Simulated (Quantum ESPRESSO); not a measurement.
Input of a Quantum ESPRESSO 7.5 run:

pw.in

```
&CONTROL
  calculation = 'vc-relax'
  prefix = 'pwscf'
  outdir = './tmp'
  pseudo_dir = './pseudo'
  tprnfor = .true.
  tstress = .true.
  disk_io = 'low'
  nstep = 40
  forc_conv_thr = 0.0004
  etot_conv_thr = 1d-05
/
&SYSTEM
  ibrav = 0
  nat = 1
  ntyp = 1
  ecutwfc = 64
  ecutrho = 515
  nbnd = 12
  occupations = 'smearing'
  smearing = 'fd'
  degauss = 0.00367493
/
&ELECTRONS
  conv_thr = 2d-10
  electron_maxstep = 120
  mixing_beta = 0.5
/
&IONS
  ion_dynamics = 'bfgs'
/
&CELL
  cell_dynamics = 'bfgs'
  press = 100
  press_conv_thr = 0.3
/
ATOMIC_SPECIES
Ta   180.9479 ta_pbesol_v1.uspp.F.UPF
CELL_PARAMETERS angstrom
  -1.6512800000    1.6512800000    1.6512800000
   1.6512800000   -1.6512800000    1.6512800000
   1.6512800000    1.6512800000   -1.6512800000
ATOMIC_POSITIONS angstrom
Ta     0.0000000000    0.0000000000    0.0000000000
K_POINTS automatic
11 11 11 0 0 0
```

Potentials or basis: GBRV 1.5 PBEsol.

The run is started by

```bash
$ OMP_NUM_THREADS=1 mpirun -n 2 pw.x -nk 2 -in pw.in > pw.out
```

Estimate the space group after relaxing (to 0.05 Å).

Im-3m (No. 229).

What does it give for the band gap on the k mesh?

None (metal or under the smearing width).

Predict the relaxed volume.

16.88 Å³/atom.

Step by step:
| step | energy change (eV) | largest force (eV/Å) | pressure (GPa) | volume (Å³) |
| --- | --- | --- | --- | --- |
| 1 | 0.0000 | 0.0000 | -4.55 | 18.01 |
| 2 | 0.0281 | 0.0000 | 12.61 | 16.71 |
| 3 | 0.0151 | 0.0000 | 9.72 | 16.89 |
| 4 | 0.0162 | 0.0000 | 10.00 | 16.88 |

Spin-orbit coupling is left out, which matters for the levels of Ta.
